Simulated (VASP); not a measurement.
Set up this calculation in VASP 6.6.1, as the native input.

- Task: relaxation of cell and atoms
- Functional: PBEsol
- Potentials or basis: VASP PAW PBE potentials, release 64 (Ba_sv, Ti_sv, O)
- Cutoff: 600 eV
- k mesh: 10 × 10 × 10
- Occupations: methfessel-paxton, width 0.1 eV
- Spin: no spin polarisation
- Further INCAR settings: ALGO = Normal; EDIFF = 1e-06; IBRION = 2; EDIFFG = -0.01; NSW = 90; ISIF = 3

The structure of BaTiO3 (Barioperovskite) lies in POSCAR:

```
BaTiO3
1.0
    3.9855000000      0.0000000000      0.0000000000
    0.0000000000      2.8369000000      2.8451500000
    0.0000000000     -2.8369000000      2.8451500000
Ba Ti O
1 1 3
Direct
    0.0000000000      0.0000000000      0.0000000000
    0.5000000000      0.5124000000      0.5124000000
    0.0000000000      0.4874000000      0.4874000000
    0.5000000000      0.5052400000      0.9918400000
    0.5000000000      0.9918400000      0.5052400000
```

One way to write it, as run:

INCAR

```
  PREC = Accurate
  ENCUT = 600
  EDIFF = 1E-6
  ISMEAR = 1
  SIGMA = 0.1
  LREAL = False
  LASPH = True
  NELM = 80
  ALGO = Normal
  ISIF = 3
  LWAVE = False
  LCHARG = False
  GGA = PS
  IBRION = 2
  NSW = 90
  EDIFFG = -0.01
  KPAR = 2
```

KPOINTS

```
regular mesh
0
Gamma
  10 10 10
```

Potentials or basis: VASP PAW PBE potentials, release 64 (Ba_sv, Ti_sv, O).

The run is started by

```sh
$ cat potpaw_PBE.64/Ba_sv/POTCAR potpaw_PBE.64/Ti_sv/POTCAR potpaw_PBE.64/O/POTCAR > POTCAR
$ mpirun -np 2 vasp_std > vasp.out
```

Results of the run:

The relaxed volume is 12.84 Å³/atom and the relaxed cell is a = 3.960 Å, b = 4.026 Å, c = 4.026 Å, α = 89.76°, β = 90.00°, γ = 90.00°. The space group after relaxing (to 0.05 Å) is Amm2 (No. 38). The energy gained by relaxing is 6.1 meV/atom. The ionic steps are 17, the pressure after relaxing is 0.0 GPa and the largest force after relaxing is 0.006 eV/Å. The band gap on the k mesh is 2.10 eV, indirect (least direct gap 2.48 eV).

Caveat: the PAW data sets were made with another functional, which shifts forces and pressure a little; spin-orbit coupling is left out, which moves the levels of the heavy elements.

It took 11 min on 2 MPI ranks on AMD EPYC 9R45 96-Core Processor (Zen 5) (shared host), peak memory 0.45 GiB a rank.
